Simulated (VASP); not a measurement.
# Au (P-1) in VASP: further runs, part 2 of 2

VASP 6.6.1. Earlier steps stand in the parts before.

### Step 3. Relaxation of cell and atoms, RPBE (a zone-boundary wave of random shape, sigma 0.05 Å)

INCAR reads:

```
  PREC = Accurate
  ENCUT = 600
  EDIFF = 1E-6
  ISMEAR = 1
  SIGMA = 0.1
  LREAL = False
  LASPH = True
  NELM = 100
  ALGO = Fast
  ISIF = 3
  LWAVE = False
  LCHARG = False
  GGA = RP
  IBRION = 2
  NSW = 60
  EDIFFG = -0.01
```

KPOINTS reads:

```
regular mesh
0
Gamma
  11 11 6
```

POSCAR reads:

```
Au
1.0
    0.0000000000     -2.0455000000     -2.0455000000
   -2.0455000000      0.0000000000     -2.0455000000
    2.0455000000      2.0455000000     -4.0910000000
Au
2
Direct
    0.5245161900      0.4940545900      0.4864007000
    0.9754838100      0.0059454100      0.0135993000
```

Potentials or basis: VASP PAW PBE potentials, release 64 (Au).

Launch:

```bash
$ cat potpaw_PBE.64/Au/POTCAR > POTCAR
$ mpirun -np 1 vasp_std > vasp.out
```

OUTCAR:

```text
PREC = Accurate
   ENCUT = 600
   EDIFF = 1E-6
   ISMEAR = 1
   LREAL = False
   LASPH = True
   NELM = 100
   ISIF = 3
   GGA = RP
   IBRION = 2
   NSW = 60
   EDIFFG = -0.01

 ion  position               nearest neighbor table
   1  0.525  0.494  0.486-   2 2.76   2 2.76   2 2.85   2 2.94   2 3.03   2 3.03
   2  0.975  0.006  0.014-   1 2.76   1 2.76   1 2.85   1 2.94   1 3.03   1 3.03

  LATTYP: Found a trigonal (rhomboedric) cell.
 ALAT       =     5.0104312689
 COS(alpha) =     0.8333333333

  Lattice vectors:

 A1 = (   2.0455000000,   4.0910000000,  -2.0455000000)
 A2 = (   4.0910000000,   2.0455000000,  -2.0455000000)
 A3 = (   2.0455000000,   2.0455000000,  -4.0910000000)

Analysis of symmetry for initial positions (statically):
[... 404 lines left out ...]
      3       3.8990      2.00000
      4       3.9601      2.00000
      5       3.9928      2.00000
      6       4.0382      2.00000
      7       4.0452      2.00000
      8       5.2620      2.00000
      9       5.3372      2.00000
     10       6.2843      2.00000
     11       6.3340      2.00000
     12       7.6197      2.00000
     13      10.7511      0.00000
     14      22.4229      0.00000
[... 401 lines left out ...]
      2       3.0011      2.00000
      3       3.1136      2.00000
      4       3.2310      2.00000
      5       3.7958      2.00000
      6       4.0169      2.00000
      7       5.0710      2.00000
      8       5.4784      2.00000
      9       5.9779      2.00000
     10       6.1972      2.00000
     11       9.0452     -0.00000
     12      10.8307      0.00000
     13      12.5409      0.00000
     14      15.7069      0.00000
     15      17.2212      0.00000

 [... further k-points ...]

------------------------ aborting loop because EDIFF is reached ----------------------------------------

  FORCE on cell =-STRESS in cart. coord.  units (eV):
  Direction    XX          YY          ZZ          XY          YZ          ZX
  --------------------------------------------------------------------------------------
  -------------------------------------------------------------------------------------
  Total       -0.0131259     -0.0160396     -0.0061503      0.0024284     -0.0007782      0.0039930
  in kB       -0.5683235     -0.6944783     -0.2662958      0.1051456     -0.0336956      0.1728896
  external PRESSURE =      -0.5096992 kB  Pullay stress =       0.0000000 kB
[... 17 lines left out ...]
  FREE ENERGIE OF THE ION-ELECTRON SYSTEM (eV)
  ---------------------------------------------------
  free  energy   TOTEN  =        -5.2828249062 eV

  energy  without entropy=       -5.2831995294  energy(sigma->0) =       -5.28294978

 reached required accuracy - stopping structural energy minimisation
```

OSZICAR:

```text
N       E                     dE             d eps       ncg     rms          rms(c)
DAV:   1     0.138246973058E+03    0.13825E+03   -0.12873E+04 11056   0.158E+03
DAV:   2    -0.372145463989E+01   -0.14197E+03   -0.13654E+03 11760   0.310E+02
[... 199 lines left out ...]
  25 F= -.52828001E+01 E0= -.52829260E+01  d E =-.275879E-04
       N       E                     dE             d eps       ncg     rms          rms(c)
DAV:   1    -0.528297440575E+01   -0.17427E-03   -0.40654E-02 11060   0.142E+00    0.761E-02
RMM:   2    -0.528285981078E+01    0.11459E-03   -0.43687E-04 10920   0.204E-01    0.365E-02
RMM:   3    -0.528282949146E+01    0.30319E-04   -0.69320E-05 10920   0.753E-02    0.170E-02
RMM:   4    -0.528282487510E+01    0.46164E-05   -0.11893E-05 10920   0.314E-02    0.450E-03
RMM:   5    -0.528282490624E+01   -0.31145E-07   -0.13082E-06  6186   0.106E-02
  26 F= -.52828249E+01 E0= -.52829498E+01  d E =-.523743E-04
```

Run time: 23 min. Hardware: 1 thread of Intel Xeon Platinum 8488C (Sapphire Rapids), shared host; peak memory 0.34 GiB.

Results:

```yaml
Free_energy: -5.2828 eV
Relaxed_volume: 18.50 Å³/atom
Relaxed_cell: a = 2.955 Å, b = 2.955 Å, c = 5.206 Å, α = 72.97°, β = 72.95°, γ = 59.86°
Space_group_after_relaxing_to_0.05_Å: C2/m (No. 12)
Energy_gained_by_relaxing: 88.3 meV/atom
Ionic_steps: 26
Pressure_after_relaxing: -0.1 GPa
Largest_force_after_relaxing: 0.009 eV/Å
Band_gap_on_the_k_mesh: none (metal or under the smearing width)
```

Forces in eV/Å, atoms in the order of the input:
```
Au  -0.007 -0.001  0.006
Au   0.007  0.001 -0.006
```

The path:
```csv
step,energy change (eV),largest force (eV/Å),pressure (GPa),volume (Å³)
1,0.0000,1.2336,13.47,34.23
2,0.0077,0.0299,-10.27,41.87
3,-0.1555,0.3797,-1.40,37.58
4,-0.1557,0.3930,-1.14,37.49
5,-0.1557,0.4033,-0.93,37.42
6,-0.1694,0.2128,0.00,37.04
7,-0.1727,0.0839,0.92,36.76
8,-0.1737,0.0526,-0.73,37.23
9,-0.1741,0.0562,-0.20,37.07
10,-0.1746,0.0452,-0.12,37.04
11,-0.1748,0.0498,-0.04,37.02
12,-0.1750,0.0679,0.13,36.96
13,-0.1755,0.0488,-0.06,37.01
14,-0.1756,0.0482,-0.12,37.03
15,-0.1758,0.0366,-0.25,37.07
16,-0.1761,0.0167,0.24,36.91
17,-0.1761,0.0245,0.23,36.92
18,-0.1763,0.0222,0.10,36.96
19,-0.1763,0.0241,0.08,36.96
20,-0.1764,0.0113,-0.14,37.02
21,-0.1764,0.0162,-0.09,37.02
22,-0.1765,0.0109,0.01,36.99
23,-0.1765,0.0116,0.01,36.99
24,-0.1765,0.0137,0.04,36.97
25,-0.1765,0.0114,0.01,36.99
26,-0.1765,0.0091,-0.05,37.00
```

Final structure:
```cif
data_structure
_symmetry_space_group_name_H-M 'P 1'
_symmetry_Int_Tables_number 1
_cell_length_a 2.9555
_cell_length_b 2.9548
_cell_length_c 5.2065
_cell_angle_alpha 72.974
_cell_angle_beta 72.948
_cell_angle_gamma 59.859
_cell_volume 37.00
loop_
_atom_site_label
_atom_site_type_symbol
_atom_site_fract_x
_atom_site_fract_y
_atom_site_fract_z
_atom_site_occupancy
Au1 Au 0.50216 0.49857 0.50016 1
Au2 Au 0.99784 0.00143 0.99984 1
```

Caveat: the PAW data sets were made with another functional, which shifts forces and pressure a little. Spin-orbit coupling is left out, which matters for the levels of Au.
